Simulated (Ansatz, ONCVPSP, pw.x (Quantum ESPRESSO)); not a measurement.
**La: one change to the ONCV potential, in the atom and in the sc crystal**

```json
{
  "Element": "La",
  "Generator": "ONCVPSP 4.0.1",
  "Type": "optimised norm-conserving Vanderbilt (ONCV)",
  "Functional": "PBE",
  "Relativity": "scalar-relativistic",
  "Frozen core": "[Kr] 4d10",
  "Valence charge": "11",
  "Reference configuration": "5s2 5p6 5d1 6s2",
  "Partial waves": "5s+6s: rc 2.20 bohr, ncon 3, nbas 6, qcut 4.1 1/bohr, 2 projectors; 5p: rc 2.55 bohr, ncon 5, nbas 9, qcut 5.3 1/bohr, 2 projectors, debl 3.7 Ha; 5d: rc 3.95 bohr, ncon 4, nbas 8, qcut 3.7 1/bohr, 2 projectors, debl 2.3 Ha; f scattering state at 0.33 Ha: rc 3.30 bohr, ncon 4, nbas 7, qcut 3.1 1/bohr, 2 projectors, debl 1.3 Ha",
  "Local potential": "polynomial inside 2.15 bohr (lpopt 5, dvloc0 3 Ha)",
  "Core correction": "Teter function fitted to the true core (icmod 2), fcfact 0.75"
}
```

In the f channel the program set the typed energies aside and used -0.160, 1.140 Ha.

Change: all radii but the core radius scaled by about 0.79 (s 1.74, p 2.02, d 3.12, f 2.60 bohr); local potential polynomial inside 1.70 bohr (lpopt 5, dvloc0 3 Ha).

Cutoffs, loose and tight: the cutoffs (Ha) at which the residual kinetic energy of the hardest occupied pseudo-wave falls to 1 and 0.1 mHa per electron. They do not see the model core or the augmentation charge, which bear on the density cutoff. Test errors are all-electron minus pseudo excitation energies from the reference, over the configurations 5s2 5p6 5d1 6s1; 5s2 5p6 5d1 6s0; 5s2 5p6 5d0 6s0; 4f1 5s2 5p6 5d1 6s0; variants that change the core or the reference have their own tests.

Crystal test: sc La in pw.x 7.5, no spin, 10³ k-points, Fermi–Dirac smearing 0.01 Ry, cutoffs set for each file from its atomic test. The reference is all-electron LAPW (Ansatz 0.2.0) with the same functional, mesh and smearing; V0 and B0 come from Birch–Murnaghan fits to the pressures at five volumes. Errors are pseudo minus all-electron; Δ is the rms difference of the E(V) curves that follow from these fits, minima aligned, over ±6 % about the mean V0. Mesh and smearing are coarse, so the numbers serve the comparison and aren't converged zero-temperature values; the lattice is a test structure that the element need not adopt.

All-electron: a0 = 3.331 Å (V0 = 36.94 Å³/atom), B0 = 22.3 GPa.

Question: Does the change bring the crystal closer to the all-electron result?

Answer: The mean pressure error goes from -1.91 to -0.70 GPa, so the change moves the solid closer to the all-electron pressures.

| quantity | base | changed |
| --- | --- | --- |
| outcome (atom) | generated, projector energies reset by the program | generated, projector energies reset by the program |
| cutoff, loose (atom) | 9.7 Ha | 25 Ha |
| cutoff, tight (atom) | 17 Ha | 45 Ha |
| bound ghosts (atom) | none | none |
| largest test error (meV) (atom) | +1959 | +1420 |
| cutoffs in pw.x (Ry) | 50/200 | 105/420 |
| a0 (Å) | – | 3.292 |
| a0 error (%) | – | -1.15 |
| B0 error (%) | – | -6.4 |
| Δ (meV/atom) | – | 6.1 |
| mean pressure error (GPa) | -1.91 | -0.70 |

A dash: not determined, or the minimum lies outside the volumes sampled.

Base: The largest radius (3.95 bohr) exceeds half the bond length (3.15 bohr), so the spheres overlap, which is one possible source of error among others. This is a poor potential for the solid. The cutoffs count occupied waves only; projector 2 of the f channel, the hardest unoccupied one, needs 25 Ha at the loose tolerance. Changed file: This is a poor potential for the solid.
